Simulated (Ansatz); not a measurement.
## Hf in Ansatz: convergence with k mesh

Input of the first run (k mesh 3 × 3 × 2); the others differ in this setting and in those tied to it:

File input.yaml:

```yaml
crystal:
  lattice:
    - [3.1967, 0.0, 0.0]
    - [-1.59835, 2.7684234083, 0.0]
    - [0.0, 0.0, 5.0578]
  atoms:
    - { symbol: Hf, position: [0.670799, 0.3463, 0.754506] }
    - { symbol: Hf, position: [0.325654, 0.67287, 0.246675] }
hamiltonian:
  xc: r2scan
  pseudopotentials: { kind: paw }
kpoints:
  mp_grid: { grid: [3, 3, 2] }
scf:
  occupations: { method: cold, width: 0.05 }
output:
  forces: true
  stress: true
  eigenvalues: true
```

Potentials or basis: Ansatz PAW.

The run is started by

```sh
$ ansatz run input.yaml --threads 2 --pin off --max-ram 5632MiB --backend cpu --events-out ev --progress --plain --runs-dir out
```

The cell isn't the ideal one: atoms moved at random, drawn with an rms of 0.05 Å.

Hardware: 2 threads of Intel(R) Xeon(R) Processor @ 2.50GHz (Skylake/Cascade Lake), on a shared host.

Q: The values tried are 3 × 3 × 2, 4 × 4 × 2, 5 × 5 × 3, 6 × 6 × 3, 7 × 7 × 4, 9 × 9 × 5, 11 × 11 × 6, 13 × 13 × 7, 16 × 16 × 9, loosest first. From which on does the pressure stay within 0.1 GPa of the tightest run that finished?

A: From 13 × 13 × 7 on.

```tsv
k mesh	energy less the tightest run, at zero smearing (meV/atom)	pressure (GPa)	largest force (eV/Å)	gap on the mesh (eV)	SCF cycles	CPU time (s)	peak memory (GiB)
3 × 3 × 2	-39.42	-0.62	0.379	0.297	9	8.3	0.41
4 × 4 × 2	48.81	-0.84	0.212	0.000	7	8.4	0.43
5 × 5 × 3	13.62	-0.76	0.140	0.000	7	13	0.46
6 × 6 × 3	27.71	0.37	0.138	0.000	7	18	0.49
7 × 7 × 4	-2.30	-0.07	0.144	0.000	7	28	0.53
9 × 9 × 5	-0.36	-0.46	0.154	0.000	7	53	0.64
11 × 11 × 6	-0.15	0.09	0.142	0.000	7	100	0.8
13 × 13 × 7	0.41	-0.04	0.127	0.000	7	160	1
16 × 16 × 9	0.00	-0.06	0.149	0.000	7	300	1.6
```

Against the tightest run, the energy stays within 1 meV/atom from 9 × 9 × 5 on; the gap on the mesh stays within 0.01 eV from 4 × 4 × 2 on. Not settled before the last step: the largest force (to 0.005 eV/Å). Meshes of other sizes hit other points, so gaps and Fermi surfaces needn't settle smoothly. The tightest run that finished is the yardstick and may itself not be fully converged.

Caveat, for the tightest run too: the PAW data sets come from PBE, with cores solved anew for the run's functional, which leaves a small shift of forces and pressure. The run has no spin-orbit coupling, so splittings on Hf are missing.
